**Q:** Between L and X the acoustic vibrations of zinc-blende AlN go up. Should the optic ones come down to make room?

Harmonic phonon frequencies of zinc-blende AlN at L (q row 1) and X (q row 2), computed with ABINIT 10.8.3 using the PBEsol functional and PseudoDojo NC SR PBEsol v0.4.1 standard potentials. The primitive cell edge is held at 3.089 Å, with a shifted 6×6×6 k mesh and a plane-wave cutoff of 979.61 eV, 0.86 times the value hinted for the potentials.

```tsv
row	phonon q row (row)	phonon frequency (cm⁻¹)
1	1	222.8
2	1	222.8
3	1	575.5
4	1	654.4
5	1	654.4
6	1	726.9
7	2	332.3
8	2	332.3
9	2	584.2
10	2	669.1
11	2	669.1
12	2	711.1
```

**A:** They should if only unlike atoms exert forces on each other. In the table, phonon q row 1 is L, a wave along the body diagonal of the cube, and 2 is X, a wave along its edge. Symmetry makes the equal pairs transverse and the single modes longitudinal. For each polarisation the lower phonon frequency belongs to the acoustic branch (TA or LA) and the upper to the optic branch (TO or LO).

**Q:** Why should one branch pay for the other?

**A:** Take first the limit in which each kind of atom vibrates while the other is held still. Aluminium and nitrogen then have one squared frequency each, stiffness over mass. Now let both move: their coupling pushes the two levels apart but leaves the sum of the squares unchanged. In the limit of a very long wave the atoms move together, so the acoustic frequency is zero and the optic mode holds the whole sum.

If like atoms do not interact, an aluminium atom among resting nitrogens feels the same stiffness whatever the other aluminium atoms do. Each atom also sits at the centre of a regular tetrahedron, which makes this stiffness equal in all directions. The sum is then the same for every wave and every polarisation. Only the coupling changes, and what the acoustic mode gains the optic mode must lose.

**Q:** Which rows break that rule?

**A:** The transverse modes. With L taken as the reference, the break appears in the TO pair at X, rows 10 and 11. The transverse sum at L and the TA frequency at X predict

TO at X = √(222.8² + 654.4² − 332.3²) ≈ 606 cm⁻¹.

The calculation gives 669 cm⁻¹, so the prediction is 63 cm⁻¹ too low. TO even rises from L to X, where the rule wants a clear fall.

**Q:** And the longitudinal modes obey?

**A:** They seem to. The same step predicts LO at X within 9 cm⁻¹ of the computed value, a far smaller miss than for TO. But the rule also demands equal sums for both polarisations, and the longitudinal sum is 1.8 times the transverse one at L and 1.5 times at X. The longitudinal modes therefore break the rule as well; their sum merely happens to change little between these two points.

**Q:** What breaks it?

**A:** Forces between like atoms, Al–Al and N–N. In harmonic theory nothing else can change these sums, because Al–N forces of any range enter only through the fixed stiffness and the coupling.

One such force is electrostatic. A displaced ion acts as a small dipole, and in both waves a whole layer of like ions moves as one. If the ions move at right angles to their layer, as in a longitudinal wave, the dipoles stand side by side and push each other back. If they move within the layer, the dipoles on balance draw each other onward, which softens the transverse modes.

The next layer of like ions moves the opposite way and undoes part of this effect. Along the cube edge the layers are more thinly filled, which weakens the effect within each layer, and closer together, so that more of it is undone at X. Dipole forces thus lower the longitudinal sum from L to X and raise the transverse one.

**Q:** Then why does the longitudinal sum hardly fall?

**A:** Because a second change works against it. For rigid ions, the dipole effects cancel over the three directions of motion, so the total over all six modes should stay constant. It rises by 8%, which calls for other forces between like atoms.

The change in each sum can be divided into a part common to all directions and a directional remainder. In units of 10⁵ cm⁻², the common part is +0.49, while the remainder is −0.62 for the longitudinal pair and +0.31 for each transverse pair. The two parts nearly cancel in the longitudinal sum and add up in the transverse one. This split is bookkeeping rather than a cause, but it shows why the step from L to X exposes the break in the transverse modes and hides it in the longitudinal ones.

**Q:** Do dipoles account for the whole directional part?

**A:** No. Rough lattice sums for rigid ions say that the gap between the longitudinal and transverse sums should shrink at X to 0.60 of its value at L; the calculation gives 0.76. These twelve frequencies cannot name the rest. One candidate is bond bending: opening an Al–N–Al angle makes one aluminium atom act on another, though a pure angle term would lower the total from L to X, not raise it. Another is the electron cloud of nitrogen, which polarises in the field of the displaced ions and so passes forces between like atoms; this is expected to raise both the ratio and the total. Direct springs between like atoms would raise the total too.

The longitudinal modes at X give separate evidence for forces beyond rigid dipoles. There the Al–N coupling vanishes by symmetry, and each mode moves one kind of atom only. Equal stiffness, which rigid ions of opposite charge would have, requires a frequency ratio of 1.39 from the masses; the computed ratio is 1.22. Whichever atom moves in the lower mode, aluminium comes out as the stiffer. The sign fits bending if the angles at nitrogen are stiffer than those at aluminium, since an angle term should stiffen this motion more for the outer atoms than for the central one. It also fits a polarisable nitrogen, which is expected to soften the nitrogen motion, so the ratio does not choose between them.

**Q:** So what should I ask of a force model for AlN?

**A:** That it includes forces between like atoms, and more of them than rigid charges supply: polarisable ions, angle terms and direct springs are the candidates. With Al–N springs alone, no choice of strengths can reproduce both polarisations. The printed analysis after this text gives the sums and the tests.

Numerical output:

```
TA change from L to X (1/cm): 109.5
LA change from L to X (1/cm): 8.7
TO change from L to X (1/cm): 14.7
LO change from L to X (1/cm): -15.8
transverse sum of squares at L (100000 cm^-2): 4.779
transverse sum of squares at X (100000 cm^-2): 5.581
longitudinal sum of squares at L (100000 cm^-2): 8.596
longitudinal sum of squares at X (100000 cm^-2): 8.47
change of transverse sum from L to X (percent): 16.79
change of longitudinal sum from L to X (percent): -1.469
TO at X predicted from constant sum (1/cm): 606.2
computed TO at X less prediction (1/cm): 62.92
LO at X predicted from constant sum (1/cm): 719.9
computed LO at X less prediction (1/cm): -8.827
longitudinal sum over transverse sum at L: 1.799
longitudinal sum over transverse sum at X: 1.518
change of total over all six modes from L to X (percent): 8.144
change common to all directions, per pair (100000 cm^-2): 0.4928
directional change of the longitudinal pair (100000 cm^-2): -0.6191
directional change of each transverse pair (100000 cm^-2): 0.3096
longitudinal less transverse sum, X over L, computed: 0.7567
same ratio from rigid-ion dipole sums: 0.5972
rough screened ion charge needed at L (electron charges): 1.32
LO over LA at X, computed: 1.217
LO over LA at X for equal stiffness: 1.389
Al over N stiffness at X if Al moves in the lower mode: 1.302
Al over N stiffness at X if Al moves in the upper mode: 2.857
```
